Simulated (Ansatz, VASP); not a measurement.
## As in VASP and in Ansatz

Contents of INCAR:

```
ALGO = Normal
EDIFF = 1E-6
ENCUT = 520
GGA = RP
ISIF = 2
ISMEAR = -1
LASPH = True
LCHARG = False
LREAL = False
LWAVE = False
NBANDS = 14
NELM = 80
PREC = Accurate
SIGMA = 0.1
```

Contents of KPOINTS:

```
k-points
0
Gamma
  9 9 12
```

File POSCAR:

```
As
1.0
    5.0714833085      0.0000000000      0.0000000000
   -2.5357416543      4.3920333800      0.0000000000
    0.0000000000      0.0000000000      2.9572687240
As
3
Direct
    0.0000000000      1.0000000000      0.0000000000
    0.3333333333      0.6666666667      0.5000000000
    0.6666666667      0.3333333333      0.5000000000
```

Input for Ansatz:

```yaml
crystal:
  lattice:
    - [5.0714833085, 0.0, 0.0]
    - [-2.5357416543, 4.39203338, 0.0]
    - [0.0, 0.0, 2.957268724]
  atoms:
    - { symbol: As, position: [0.0, 1.0, 0.0] }
    - { symbol: As, position: [0.3333333333, 0.6666666667, 0.5] }
    - { symbol: As, position: [0.6666666667, 0.3333333333, 0.5] }
hamiltonian:
  xc: rpbe
  pseudopotentials:
    kind: paw
    azcp:
      As: "pseudopotentials/As.paw.azcp"
basis:
  ecutwfc: 420
  fft_grid_basis: typed
kpoints:
  mp_grid: { grid: [9, 9, 12], shift: [0, 0, 0] }
magnetization:
  spin_polarized: false
scf:
  occupations: { method: fermi_dirac, width: 0.1 }
  lower_state_search: "off"
output:
  stress: true
```

Alike in both runs: task single point; functional RPBE; k mesh 9 × 9 × 12; occupations fermi-dirac, width 0.1 eV; no spin polarisation.

```csv
,VASP,Ansatz
version,VASP 6.6.1,Ansatz 0.2.0
potentials or method,"VASP PAW PBE potentials, release 64 (As)","plane waves (420 eV) with PAW, scalar-relativistic"
plane-wave cutoff (eV),520,420
valence electrons in the cell,15,45
```

VASP gave:

```
pressure (GPa)                                  : -6.5
largest component of the traceless stress (GPa) : 0.20
```

Which values does Ansatz return?

Pressure (GPa): -6.4; largest component of the traceless stress (GPa): 0.20.

The functional is the same, so the differences come from potentials, cutoffs and numerics. The two sets of potentials don't hold the same shells in valence.

Caveats: the PAW data sets were made with another functional, which shifts forces and pressure a little (VASP).
